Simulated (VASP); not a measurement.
A run of VASP 6.6.1 is set up as follows.

Contents of run.py:

```python
from ase.calculators.vasp import Vasp
from ase.dft.bandgap import bandgap
from ase.io import read

atoms = read('CaSe.cif')
calc = Vasp(
    directory='calc',
    xc='pbe',
    pp='PBE',
    setups='recommended',
    pp_version='54',
    prec='Accurate',
    encut=520,
    ediff=1e-06,
    ismear=0,
    sigma=0.1,
    lreal=False,
    lasph=True,
    nelm=80,
    algo='Fast',
    isif=2,
    lwave=False,
    lcharg=False,
    kpts=[8, 8, 8],
    gamma=True,
    nbands=15,
)
atoms.calc = calc

print('energy (eV):', atoms.get_potential_energy())
print('free energy (eV):', atoms.get_potential_energy(force_consistent=True))
print('forces (eV/A):')
print(atoms.get_forces())
print('stress (eV/A^3, Voigt):', atoms.get_stress())
print('Fermi level (eV):', calc.get_fermi_level())
gap, top, bottom = bandgap(calc)
print('band gap (eV):', gap, 'from (spin, k, band)', top, 'to', bottom)
```

CaSe.cif

```cif
data_CaSe
_cell_length_a 4.18041529
_cell_length_b 4.18041529
_cell_length_c 4.18041529
_cell_angle_alpha 60.00000000
_cell_angle_beta 60.00000000
_cell_angle_gamma 60.00000000
_space_group_name_H-M_alt 'P1'
_space_group_name_Hall 'P 1'
_space_group_IT_number 1
loop_
_space_group_symop_operation_xyz
'x,y,z'
loop_
_atom_site_label
_atom_site_type_symbol
_atom_site_symmetry_multiplicity
_atom_site_Wyckoff_symbol
_atom_site_fract_x
_atom_site_fract_y
_atom_site_fract_z
_atom_site_occupancy
Se1 Se 1 a 0.5000000000 0.5000000000 0.5000000000 1
Ca1 Ca 1 a 0.0000000000 0.0000000000 0.0000000000 1
```

Potentials or basis: VASP PAW PBE potentials, release 54 (Se, Ca_sv).

Command:

```sh
$ python run.py
```

Q: What does it give for the band gap on the k mesh?

A: 2.02 eV, indirect (least direct gap 2.96 eV).

Q: Predict the pressure.

A: 1.3 GPa.

**Measured values to compare with.**

From a printed reference work, monograph, original work of 1988, for a bulk crystal of CaSe at 2 K: band gap 3.85 eV (indirect).

Measured gap of CaSe: 3.85 eV (indirect; 2 K; a printed reference work, monograph, original work of 1988). This calculation gives 2.02 eV (-1.83 eV). Spin-orbit coupling on Se is left out. The value is that of PBE on a finite k mesh, which can miss the band edges, without temperature or zero-point motion. Semilocal functionals fall short of measured gaps as a rule.
